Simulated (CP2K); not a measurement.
The system is MgO.

```
Mg O
1.0
     2.96561    0.00000    0.00000
     1.48280    2.56829    0.00000
     1.48280    0.85610    2.42141
Mg O
1 1
Direct
  0.00000 0.00000 0.00000
  0.50000 0.50000 0.50000
```

The cell is a database's computed one.

Base run:

- Program: CP2K 2026.2
- Functional: TB-mBJ
- Potentials or basis: POTENTIAL_UZH Mg GTH-PBE-q10, O GTH-PBE-q6; TZVP-MOLOPT-PBE-GTH basis
- Density cutoff: 19048 eV
- k mesh: 11 × 11 × 11
- Occupations: fermi-dirac, width 0.05 eV
- Spin: no spin polarisation

Its results: band gap on the k mesh 5.42 eV, direct.

Q: The run is repeated on the same cell with these changes: functional from TB-mBJ to PBEsol. What comes out?

A: Band gap on the k mesh 4.68 eV, direct.

Caveats: the basis of atomic orbitals isn't converged, which shifts pressures, moduli and gaps; this is a model potential without an energy functional, so only levels have meaning (some runs).

Not every run made on this cell is shown here.
